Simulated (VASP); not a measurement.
# TiB2 (P6/mmm) in VASP: notebook

One crystal, TiB2, is run at these levels: PBE; tasks: single point.

Program: VASP 6.6.1. These are calculated values, not measurements. Logs are shortened: lines on timing, memory, paths and dates and some standing lists are left out, and cuts for length are marked.

### Step 1. The structure

The structure is hexagonal, space group P6/mmm (No. 191). The conventional cell has a = 3.029 Å, b = 3.029 Å, c = 3.228 Å, α = 90.00°, β = 90.00°, γ = 120.00°. Around Ti (site symmetry 6/mmm) lie 12 B at 2.38 Å. B (site symmetry -6m2) has 3 B at 1.75 Å as nearest neighbours.

### Step 2. Single point, PBE (cell and atoms relaxed tightly for response)

The input, INCAR:

```
SYSTEM = TiB2
PREC = Accurate ; ENCUT = 520
EDIFF = 1E-6 ; ISMEAR = -1
SIGMA = 0.15 ; LREAL = .False.
LASPH = .True. ; NELM = 100
ALGO = Normal ; ISIF = 2
LWAVE = .False. ; LCHARG = .False.
GGA = PE ; NBANDS = 16
```

The input, KPOINTS:

```
regular mesh
0
Gamma
  15 15 14
  0 0 0
```

The input, POSCAR:

```
TiB2
1.0
    3.0328280842      0.0000000000      0.0000000000
   -1.5164140421      2.6265061662      0.0000000000
    0.0000000000      0.0000000000      3.2239016474
Ti B
1 2
Direct
    0.0000000000      0.0000000000      0.0000000000
    0.3333333333      0.6666666667      0.5000000000
    0.6666666667      0.3333333333      0.5000000000
```

Potentials or basis: VASP PAW PBE potentials, release 64 (Ti_sv, B).

Run with:

```
$ cat potpaw_PBE.64/Ti_sv/POTCAR potpaw_PBE.64/B/POTCAR > POTCAR
$ mpirun -np 1 vasp_std > vasp.out
```

OUTCAR:

```text
SYSTEM = TiB2
   PREC = Accurate
   ENCUT = 520
   EDIFF = 1E-6
   ISMEAR = -1
   LREAL = .False.
   LASPH = .True.
   NELM = 100
   ISIF = 2
   GGA = PE

 ion  position               nearest neighbor table
   1  0.000  0.000  0.000-   2 2.38   3 2.38   2 2.38   3 2.38   2 2.38   2 2.38   3 2.38   3 2.38
                             3 2.38   3 2.38   2 2.38   2 2.38
   2  0.333  0.667  0.500-   3 1.75   3 1.75   3 1.75   1 2.38   1 2.38   1 2.38   1 2.38   1 2.38
                             1 2.38
   3  0.667  0.333  0.500-   2 1.75   2 1.75   2 1.75   1 2.38   1 2.38   1 2.38   1 2.38   1 2.38
                             1 2.38

  LATTYP: Found a hexagonal cell.
 ALAT       =     3.0328280842
 C/A-ratio  =     1.0630017785

  Lattice vectors:

 A1 = (   3.0328280842,   0.0000000000,   0.0000000000)
 A2 = (  -1.5164140421,   2.6265061662,   0.0000000000)
 A3 = (   0.0000000000,   0.0000000000,   3.2239016474)

Analysis of symmetry for initial positions (statically):
=====================================================================
 Subroutine PRICEL returns:
 Original cell was already a primitive cell.

 Routine SETGRP: Setting up the symmetry group for a
 hexagonal supercell.

 Subroutine GETGRP returns: Found 24 space group operations
 (whereof 24 operations were pure point group operations)
 out of a pool of 24 trial point group operations.

The static configuration has the point symmetry D_6h.

Analysis of symmetry for dynamics (positions and initial velocities):
=====================================================================
 Subroutine PRICEL returns:
 Original cell was already a primitive cell.

 Routine SETGRP: Setting up the symmetry group for a
 hexagonal supercell.

 Subroutine GETGRP returns: Found 24 space group operations
 (whereof 24 operations were pure point group operations)
 out of a pool of 24 trial point group operations.

The dynamic configuration has the point symmetry D_6h.

 Subroutine INISYM returns: Found 24 space group operations
 (whereof 24 operations are pure point group operations),
 and found     1 'primitive' translations

----------------------------------------------------------------------------------------

                                     Primitive cell

  volume of cell :      25.6808

  direct lattice vectors                    reciprocal lattice vectors
     3.032828084  0.000000000  0.000000000     0.329725251  0.190366962  0.000000000
    -1.516414042  2.626506166  0.000000000     0.000000000  0.380733924  0.000000000
[... 85 lines left out ...]
   ENCUT  =  520.0 eV  38.22 Ry    6.18 a.u.   5.64  5.64  5.99*2*pi/ulx,y,z
   NELM   =    100;   NELMIN=  2; NELMDL= -5     # of ELM steps
   EDIFF  = 0.1E-05   stopping-criterion for ELM
   LREAL  =      F    real-space projection
   EDIFFG = 0.1E-04   stopping-criterion for IOM
   NSW    =      0    number of steps for IOM
   IBRION =     -1    ionic relax: 0-MD 1-quasi-New 2-CG
   NFREE  =      0    steps in history (QN), initial steepest desc. (CG)
   ISIF   =      2    stress and relaxation
   ISYM   =      2    0-nonsym 1-usesym 2-fastsym
   POTIM  = 0.5000    time-step for ionic-motion
   TEBEG  =    0.0;   TEEND  =   0.0 temperature during run
   PSTRESS=    0.0 pullay stress
   NELECT =      18.0000    total number of electrons
   NUPDOWN=      -1.0000    fix difference up-down
   EMIN   =  10.00;   EMAX   =-10.00  energy-range for DOS
   EFERMI =   0.00;   METHOD = LEGACY
   ISMEAR =    -1;   SIGMA  =   0.15  broadening in eV -4-tet -1-fermi 0-gaus
   EFERMI_NEDOS =   21; number of points for ismear=-14 and -15
   IALGO  =     38    algorithm
   IMIX   =      4    mixing-type and parameters
     AMIX     =   0.40;   BMIX     =  1.00
     AMIX_MAG =   1.60;   BMIX_MAG =  1.00
  volume/ion in A,a.u.               =       8.56        57.77
  Fermi-wavevector in a.u.,A,eV,Ry     =   1.454219  2.748074 28.772940  2.114751
  Thomas-Fermi vector in A             =   2.571395
   LORBIT       =      0    0 simple, 1 ext, 2 COOP (PROOUT), +10 PAW based schemes
   GGA     = PE    functional components
   LHFCALC =     F    Hartree Fock is set to
   AEXX    =    0.0000 exact exchange contribution
   IVDW    =     0    specifies the selected vdW correction
   LEPSILON=     F    determine dielectric tensor
   LRPA    =     F    only Hartree local field effects (RPA)
 non-spin polarized calculation
  energy-cutoff  :      520.00
  volume of cell :       25.68
 maximum number of plane-waves:       719
 NGX is ok and might be reduce to    24
   NGX = 11   NGY = 11   NGZ = 11

 number of electron      18.0000001 magnetization

 Free energy of the ion-electron system (eV)
  ---------------------------------------------------
  ext. energy  EPLUGINS =         0.00000000
  ---------------------------------------------------
  free energy    TOTEN  =       -24.44377034 eV

  energy without entropy =      -24.41283258  energy(sigma->0) =      -24.42830146

 E-fermi :   9.9827     XC(G=0): -12.7642

 val. band max:        9.9752229863   @ k =   0.2667   0.2000   0.0000
 cond. band min:      10.0186499232   @ k =   0.2000   0.2000   0.1429
 fundamental gap:      0.0434269369
 Fermi energy:         9.9826535618

 k-point     1 :       0.0000    0.0000    0.0000
  band No.  band energies     occupation
      1     -46.9637      2.00000
      2     -23.3136      2.00000
      3     -23.0035      2.00000
      4     -23.0035      2.00000
      5      -3.5103      2.00000
      6       7.3734      2.00000
[... 433 lines left out ...]
      3     -23.2400      2.00000
      4     -23.1838      2.00000
      5       1.0744      2.00000
      6       1.1939      2.00000
[... 8 lines left out ...]
     15      18.7729      0.00000
     16      19.8862      0.00000

 [... further k-points ...]
[... 5 lines left out ...]
  --------------------------------------------------------------------------------------
  -------------------------------------------------------------------------------------
  Total        0.0327170      0.0327170      0.0385021      0.0000000     -0.0000000     -0.0000000
  in kB        2.0411577      2.0411577      2.4020795      0.0000000     -0.0000000     -0.0000000
  external PRESSURE =       2.1614650 kB  Pullay stress =       0.0000000 kB

 VOLUME and BASIS-vectors are now :
 -----------------------------------------------------------------------------
  energy-cutoff  :      520.00
  volume of cell :       25.68
      direct lattice vectors                 reciprocal lattice vectors
     3.032828084  0.000000000  0.000000000     0.329725251  0.190366962  0.000000000
    -1.516414042  2.626506166  0.000000000     0.000000000  0.380733924  0.000000000
     0.000000000  0.000000000  3.223901647     0.000000000  0.000000000  0.310183160

 POSITION                                       TOTAL-FORCE (eV/Angst)
 -----------------------------------------------------------------------------------
      0.00000      0.00000      0.00000        -0.000000      0.000000     -0.000000
     -0.00000      1.75100      1.61195        -0.000000      0.000000      0.000000
      1.51641      0.87550      1.61195         0.000000      0.000000     -0.000000
 -----------------------------------------------------------------------------------
    total drift:                               -0.000000      0.000000      0.000000

  FREE ENERGIE OF THE ION-ELECTRON SYSTEM (eV)
  ---------------------------------------------------
  free  energy   TOTEN  =       -24.4437703394 eV

  energy  without entropy=      -24.4128325841  energy(sigma->0) =      -24.42830146
```

It took 62 s on 1 thread of AMD EPYC 7R13 (Zen 3), shared host; peak memory 0.17 GiB.

Results:

```
Free energy            : -24.4438 eV
Pressure               : 0.2 GPa
Band gap on the k mesh : none (metal or under the smearing width)
```

### Step 3. Single point, PBE

The input, INCAR:

```
SYSTEM = TiB2
ALGO     = Normal         ! electronic algorithm
EDIFF    = 1E-7           ! SCF threshold, eV
ENCUT    = 520            ! plane-wave cutoff, eV
GGA      = PE             ! functional
ISIF     = 2              ! what is computed and relaxed
ISMEAR   = 0              ! smearing method
LASPH    = .TRUE.         ! aspherical terms in the spheres
LCHARG   = .TRUE.         ! write CHGCAR
LELF     = .TRUE.         ! ELF
LREAL    = .FALSE.        ! projectors in reciprocal space
LVHAR    = .TRUE.       
LWAVE    = .FALSE.        ! write WAVECAR
NBANDS   = 16             ! bands
NELM     = 100            ! most SCF steps
PREC     = Accurate       ! precision mode
SIGMA    = 0.1            ! smearing width, eV
```

The input, KPOINTS:

```
k-points
0
G
  6 6 6
  0 0 0
```

The input, POSCAR:

```
TiB2
1.0
    3.0292000000      0.0000000000      0.0000000000
   -1.5146000000      2.6233641531      0.0000000000
    0.0000000000      0.0000000000      3.2284000000
Ti B
1 2
Direct
    0.0000000000      0.0000000000      0.0000000000
    0.3333333333      0.6666666667      0.5000000000
    0.6666666667      0.3333333333      0.5000000000
```

Potentials or basis: VASP PAW PBE potentials, release 64 (Ti_sv, B).

Run with:

```
$ cat potpaw_PBE.64/Ti_sv/POTCAR potpaw_PBE.64/B/POTCAR > POTCAR
$ mpirun -np 1 vasp_std > vasp.out
```

It took 12 s on 1 thread of Intel Xeon Platinum 8259CL at 2.50GHz (Skylake/Cascade Lake), shared host; peak memory 0.14 GiB.

The run converged. Its results:

```yaml
Free_energy: -24.3869 eV
Pressure: 0.7 GPa
Band_gap_on_the_k_mesh: none (metal or under the smearing width)
```

Stress tensor (GPa, compression positive):
```
 1.54  0.00  0.00
 0.00  1.54  0.00
 0.00  0.00 -1.05
```

Levels at points of the mesh, in eV from the Fermi level:
| k point | band 7 | band 8 | band 9 | band 10 | band 11 | band 12 |
| --- | --- | --- | --- | --- | --- | --- |
| (0.00, 0.00, 0.00) | -2.36 | -2.09 | -1.88 | 2.12 | 2.12 | 3.90 |
| (0.50, 0.00, 0.00) | -3.03 | -2.99 | -2.03 | 1.57 | 2.99 | 3.45 |
| (0.00, 0.00, 0.50) | -0.32 | -0.32 | 0.05 | 0.05 | 0.68 | 0.68 |
| (0.50, 0.00, 0.50) | -4.40 | -3.58 | -2.90 | 2.70 | 3.17 | 4.69 |

Caveat: the k mesh is coarse (spacing up to 0.40 Å⁻¹), so the values aren't converged.
